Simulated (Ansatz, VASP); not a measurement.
**One calculation of InP, two programs**

```
In P
1.0
     0.00000    2.98003    2.98003
     2.98003    0.00000    2.98003
     2.98003    2.98003    0.00000
In P
1 1
Direct
  0.00000 0.00000 0.00000
  0.25000 0.25000 0.25000
```

Alike in both runs: task single point; functional r2SCAN; k mesh 10 × 10 × 10; occupations gaussian, width 0.02 eV; no spin polarisation.

|  | VASP | Ansatz |
| --- | --- | --- |
| version | VASP 6.6.1 | Ansatz 0.2.0 |
| potentials or method | VASP PAW PBE potentials, release 64 (In_d, P) | scalar-relativistic, plane waves, PAW |
| plane-wave cutoff (eV) | 520 | 500 |
| valence electrons in the cell | 18 | 18 |

|  | VASP | Ansatz | Ansatz less VASP |
| --- | --- | --- | --- |
| gap on the k mesh at the Fermi level (eV) | 0.87 | 0.87 | -0.003 |
| least direct gap on the mesh (eV) | 0.87 | 0.87 | -0.003 |
| pressure (GPa) | -1.8 | -1.7 | +0.10 |

Caveats: the PAW data sets were made with another functional, which shifts forces and pressure a little (VASP); spin-orbit coupling is left out, which moves the levels of the heavy elements.
